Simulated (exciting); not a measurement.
# KCl (Pm-3m) in exciting: a series of runs

The runs below take KCl through single point, with LDA, PBE.

Everything below comes from runs of exciting (release sodium). Logs are shortened: lines on timing, memory, paths and dates and some standing lists are left out, and cuts for length are marked.

### 1 The crystal as given

The structure is cubic, space group Pm-3m (No. 221). The conventional cell has a = 3.839 Å, b = 3.839 Å, c = 3.839 Å, α = 90.00°, β = 90.00°, γ = 90.00°. K (site symmetry m-3m) has 8 Cl at 3.32 Å as nearest neighbours. Around Cl (site symmetry m-3m) lie 8 K at 3.32 Å.

Measurements of this composition are mostly on another form, of space group No. 225.

### 2 Single point, LDA

input.xml

```xml
<input>
  <title>KCl</title>
  <structure speciespath="./" tshift="false">
    <crystal scale="1">
      <basevect>7.255028978759 0.000000000000 0.000000000000</basevect>
      <basevect>0.000000000000 7.255028978759 0.000000000000</basevect>
      <basevect>0.000000000000 0.000000000000 7.255028978759</basevect>
    </crystal>
    <species speciesfile="K.xml" rmt="2.2">
      <atom coord="0.000000000000 0.000000000000 0.000000000000"/>
    </species>
    <species speciesfile="Cl.xml" rmt="1.9">
      <atom coord="0.500000000000 0.500000000000 0.500000000000"/>
    </species>
  </structure>
  <groundstate do="fromscratch" ngridk="7 7 7" rgkmax="7.5" gmaxvr="14" lmaxapw="10" lmaxmat="10" lmaxvr="8" xctype="LDA_PW" stype="Gaussian" swidth="0.00073499" nempty="10" ValenceRelativity="iora*" epsengy="1e-05" epspot="1e-05" maxscl="60" tforce="true" outputlevel="low"/>
</input>
```

Potentials or basis: all-electron LAPW+lo, shipped species files, valence relativity iora*.

The run is started by

```sh
> OMP_NUM_THREADS=1 exciting_smp
```

INFO.OUT:

```text
================================================================================
EXCITING SODIUM started
[... 10 lines left out ...]

 Lattice vectors (cartesian) :
      7.2550289788      0.0000000000      0.0000000000
      0.0000000000      7.2550289788      0.0000000000
      0.0000000000      0.0000000000      7.2550289788

 Reciprocal lattice vectors (cartesian) :
      0.8660455149      0.0000000000      0.0000000000
      0.0000000000      0.8660455149      0.0000000000
      0.0000000000      0.0000000000      0.8660455149

 Unit cell volume                           :     381.8716822864
 Brillouin zone volume                      :       0.6495643038

 Species :    1 (K)
     parameters loaded from                 :    K.xml
     name                                   :    potassium

     atomic positions (lattice) :
       1 :   0.00000000  0.00000000  0.00000000

 Species :    2 (Cl)
     parameters loaded from                 :    Cl.xml
     name                                   :    chlorine

     atomic positions (lattice) :
       1 :   0.50000000  0.50000000  0.50000000

 Total number of atoms per unit cell        :       2

 Spin treatment                             :    spin-unpolarised

 Number of Bravais lattice symmetries       :      48
 Number of crystal symmetries               :      48

 k-point grid                               :       7    7    7
 Total number of k-points                   :      20
 k-point set is reduced with crystal symmetries

 R^MT_min * |G+k|_max (rgkmax)              :       7.50000000

 G-vector grid sizes                        :      36    36    36
 Total number of G-vectors                  :   17773

 Total nuclear charge                       :     -36.00000000
 Total electronic charge                    :      36.00000000

 Number of empty states                     :      10
 Total number of valence states             :      19

 Exchange-correlation type                  :       3
     Perdew-Wang, Phys. Rev. B 45, 13244 (1992)

 Smearing scheme                            :    Gaussian
 Smearing width                             :       0.00073499

++++++++++++++++++++++++++++++++++++++++++++++++++++++++++++++++++++++++++++++++
+ Ending initialization                                                        +
++++++++++++++++++++++++++++++++++++++++++++++++++++++++++++++++++++++++++++++++

********************************************************************************
* Groundstate module started                                                   *
********************************************************************************
 Output level for this task is set to low

++++++++++++++++++++++++++++++++++++++++++++++++++++++++++++++++++++++++++++++++
[... 5 lines left out ...]
+ SCF iteration number :    1                                                  +
++++++++++++++++++++++++++++++++++++++++++++++++++++++++++++++++++++++++++++++++
 Total energy                               :     -1062.13807506
 _______________________________________________________________
 Fermi energy                               :         0.06367721
 DOS at Fermi energy (states/Ha/cell)       :         0.00000000
 Electron charge: Core leakage              :         0.00014624

 Estimated fundamental gap                  :         0.19659241
        valence-band maximum at   10      0.4286  0.4286  0.0000
     conduction-band minimum at    1      0.0000  0.0000  0.0000

++++++++++++++++++++++++++++++++++++++++++++++++++++++++++++++++++++++++++++++++
+ SCF iteration number :    2                                                  +
++++++++++++++++++++++++++++++++++++++++++++++++++++++++++++++++++++++++++++++++
 Total energy                               :     -1061.36520750
 _______________________________________________________________
 Fermi energy                               :         0.07620350
 DOS at Fermi energy (states/Ha/cell)       :         0.00000000
 Electron charge: Core leakage              :         0.00014801

 Estimated fundamental gap                  :         0.17823333
        valence-band maximum at   10      0.4286  0.4286  0.0000
     conduction-band minimum at    1      0.0000  0.0000  0.0000

 RMS change in effective potential (target) :  0.328505E-01  ( 0.100000E-04)
 Absolute change in total energy   (target) :  0.772868      ( 0.100000E-04)
 Charge distance                   (target) :  0.600922E-02  ( 0.100000E-04)
 Abs. change in max-nonIBS-force   (target) :   0.00000      ( 0.500000E-04)

++++++++++++++++++++++++++++++++++++++++++++++++++++++++++++++++++++++++++++++++
+ SCF iteration number :    3                                                  +
++++++++++++++++++++++++++++++++++++++++++++++++++++++++++++++++++++++++++++++++
 Total energy                               :     -1061.03072990
 _______________________________________________________________
 Fermi energy                               :         0.08304608
 DOS at Fermi energy (states/Ha/cell)       :         0.00000000
 Electron charge: Core leakage              :         0.00014837

 Estimated fundamental gap                  :         0.16887062
        valence-band maximum at   10      0.4286  0.4286  0.0000
     conduction-band minimum at    1      0.0000  0.0000  0.0000

 RMS change in effective potential (target) :  0.196734E-01  ( 0.100000E-04)
 Absolute change in total energy   (target) :  0.334478      ( 0.100000E-04)
 Charge distance                   (target) :  0.304259E-02  ( 0.100000E-04)
 Abs. change in max-nonIBS-force   (target) :   0.00000      ( 0.500000E-04)
[... 127 lines left out ...]
++++++++++++++++++++++++++++++++++++++++++++++++++++++++++++++++++++++++++++++++
+ SCF iteration number :   11                                                  +
++++++++++++++++++++++++++++++++++++++++++++++++++++++++++++++++++++++++++++++++
 Total energy                               :     -1060.94606161
 _______________________________________________________________
 Fermi energy                               :         0.09107456
 DOS at Fermi energy (states/Ha/cell)       :         0.00000000
 Electron charge: Core leakage              :         0.00014681

 Estimated fundamental gap                  :         0.16135142
        valence-band maximum at   10      0.4286  0.4286  0.0000
     conduction-band minimum at    1      0.0000  0.0000  0.0000

 RMS change in effective potential (target) :  0.226633E-08  ( 0.100000E-04)
 Absolute change in total energy   (target) :  0.317344E-05  ( 0.100000E-04)
 Charge distance                   (target) :  0.994556E-08  ( 0.100000E-04)
 Abs. change in max-nonIBS-force   (target) :   0.00000      ( 0.500000E-04)

++++++++++++++++++++++++++++++++++++++++++++++++++++++++++++++++++++++++++++++++
+ SCF iteration number :   12                                                  +
++++++++++++++++++++++++++++++++++++++++++++++++++++++++++++++++++++++++++++++++
 Total energy                               :     -1060.94606158
 _______________________________________________________________
 Fermi energy                               :         0.09107456
 DOS at Fermi energy (states/Ha/cell)       :         0.00000000
 Electron charge: Core leakage              :         0.00014681

 Estimated fundamental gap                  :         0.16135142
        valence-band maximum at   10      0.4286  0.4286  0.0000
     conduction-band minimum at    1      0.0000  0.0000  0.0000

 RMS change in effective potential (target) :  0.187776E-08  ( 0.100000E-04)
 Absolute change in total energy   (target) :  0.331797E-07  ( 0.100000E-04)
 Charge distance                   (target) :  0.530139E-09  ( 0.100000E-04)
 Abs. change in max-nonIBS-force   (target) :   0.00000      ( 0.500000E-04)

++++++++++++++++++++++++++++++++++++++++++++++++++++++++++++++++++++++++++++++++
| Convergency criteria checked for the last 2 iterations                       +
| Convergence targets achieved. Performing final SCF iteration                 +
++++++++++++++++++++++++++++++++++++++++++++++++++++++++++++++++++++++++++++++++
 Total energy                               :     -1060.94606145
 _______________________________________________________________
 Fermi energy                               :         0.09107456
 DOS at Fermi energy (states/Ha/cell)       :         0.00000000
 Electron charge: Core leakage              :         0.00014681

 Estimated fundamental gap                  :         0.16135142
        valence-band maximum at   10      0.4286  0.4286  0.0000
     conduction-band minimum at    1      0.0000  0.0000  0.0000

++++++++++++++++++++++++++++++++++++++++++++++++++++++++++++++++++++++++++++++++
+ Self-consistent loop stopped                                                 +
++++++++++++++++++++++++++++++++++++++++++++++++++++++++++++++++++++++++++++++++
 STATE.OUT is written

--------------------------------------------------------------------------------
- Writing atomic positions and forces                                          -
--------------------------------------------------------------------------------

 Atomic positions (lattice) :
 atom     1   K  :     0.00000000    0.00000000    0.00000000
 atom     2  Cl  :     0.50000000    0.50000000    0.50000000

 Total atomic forces including IBS (cartesian) :
 atom     1   K  :     0.00000000    0.00000000    0.00000000
 atom     2  Cl  :     0.00000000    0.00000000    0.00000000

 Atomic force components including IBS (cartesian) :
 atom     1   K  :     0.00000000    0.00000000    0.00000000   HF force
                 :    -0.00000000    0.00000000    0.00000000   core correction
                 :    -0.00000000    0.00000000    0.00000000   IBS correction
 atom     2  Cl  :    -0.00000000    0.00000000   -0.00000000   HF force
                 :     0.00000000    0.00000000   -0.00000000   core correction
                 :     0.00000000    0.00000000    0.00000000   IBS correction

********************************************************************************
* Groundstate module stopped                                                   *
********************************************************************************

--------------------------------------------------------------------------------
- CAUTION! Warnings have been written in file WARNING.OUT !                    -
--------------------------------------------------------------------------------
================================================================================
| EXCITING SODIUM stopped                                                      =
================================================================================
```

Run time: 68 s. Hardware: 1 thread of Arm Neoverse V2, shared host; peak memory 0.15 GiB.

What came out:

```
Free energy            : -28869.8131 eV
Band gap on the k mesh : 4.39 eV, indirect (least direct gap 4.58 eV)
```

Caveat: an odd mesh through Γ misses points on the zone boundary, where band edges often lie.

### 3 Single point, PBE

input.xml, as its differences from that of step 2:

```diff
@@ -15,3 +15,3 @@
   </structure>
-  <groundstate do="fromscratch" ngridk="7 7 7" rgkmax="7.5" gmaxvr="14" lmaxapw="10" lmaxmat="10" lmaxvr="8" xctype="LDA_PW" stype="Gaussian" swidth="0.00073499" nempty="10" ValenceRelativity="iora*" epsengy="1e-05" epspot="1e-05" maxscl="60" tforce="true" outputlevel="low"/>
+  <groundstate do="fromscratch" ngridk="7 7 7" rgkmax="7.5" gmaxvr="14" lmaxapw="10" lmaxmat="10" lmaxvr="8" xctype="GGA_PBE" stype="Gaussian" swidth="0.00367493" nempty="10" ValenceRelativity="iora*" epsengy="1e-05" epspot="1e-05" maxscl="60" tforce="true" outputlevel="low"/>
 </input>
```

Potentials or basis: all-electron LAPW+lo, shipped species files, valence relativity iora*.

The run is started by

```sh
> OMP_NUM_THREADS=1 exciting_smp
```

INFO.OUT:

```text
================================================================================
EXCITING SODIUM started
[... 10 lines left out ...]

 Lattice vectors (cartesian) :
      7.2550289788      0.0000000000      0.0000000000
      0.0000000000      7.2550289788      0.0000000000
      0.0000000000      0.0000000000      7.2550289788

 Reciprocal lattice vectors (cartesian) :
      0.8660455149      0.0000000000      0.0000000000
      0.0000000000      0.8660455149      0.0000000000
      0.0000000000      0.0000000000      0.8660455149

 Unit cell volume                           :     381.8716822864
 Brillouin zone volume                      :       0.6495643038

 Species :    1 (K)
     parameters loaded from                 :    K.xml
     name                                   :    potassium

     atomic positions (lattice) :
       1 :   0.00000000  0.00000000  0.00000000

 Species :    2 (Cl)
     parameters loaded from                 :    Cl.xml
     name                                   :    chlorine
[... 444 lines left out ...]
 Fermi energy                               :         0.10857866
 DOS at Fermi energy (states/Ha/cell)       :         0.00000000
 Electron charge: Core leakage              :         0.00014492

 Estimated fundamental gap                  :         0.17770648
        valence-band maximum at   10      0.4286  0.4286  0.0000
     conduction-band minimum at    1      0.0000  0.0000  0.0000

++++++++++++++++++++++++++++++++++++++++++++++++++++++++++++++++++++++++++++++++
+ Self-consistent loop stopped                                                 +
++++++++++++++++++++++++++++++++++++++++++++++++++++++++++++++++++++++++++++++++
 STATE.OUT is written

--------------------------------------------------------------------------------
- Writing atomic positions and forces                                          -
--------------------------------------------------------------------------------

 Atomic positions (lattice) :
 atom     1   K  :     0.00000000    0.00000000    0.00000000
 atom     2  Cl  :     0.50000000    0.50000000    0.50000000

 Total atomic forces including IBS (cartesian) :
 atom     1   K  :    -0.00000000    0.00000000    0.00000000
 atom     2  Cl  :     0.00000000   -0.00000000    0.00000000

 Atomic force components including IBS (cartesian) :
 atom     1   K  :    -0.00000000    0.00000000    0.00000000   HF force
                 :    -0.00000000    0.00000000    0.00000000   core correction
                 :     0.00000000    0.00000000    0.00000000   IBS correction
 atom     2  Cl  :     0.00000000    0.00000000    0.00000000   HF force
                 :     0.00000000   -0.00000000    0.00000000   core correction
                 :    -0.00000000    0.00000000    0.00000000   IBS correction

********************************************************************************
* Groundstate module stopped                                                   *
********************************************************************************

--------------------------------------------------------------------------------
- CAUTION! Warnings have been written in file WARNING.OUT !                    -
--------------------------------------------------------------------------------
================================================================================
| EXCITING SODIUM stopped                                                      =
================================================================================
```

It took 2 min on 1 thread of Arm Neoverse V2, shared host; peak memory 0.14 GiB.

What came out:

```
Free energy            : -28946.5774 eV
Band gap on the k mesh : 4.84 eV, indirect (least direct gap 5.02 eV)
```

Caveat: an odd mesh through Γ misses points on the zone boundary, where band edges often lie.
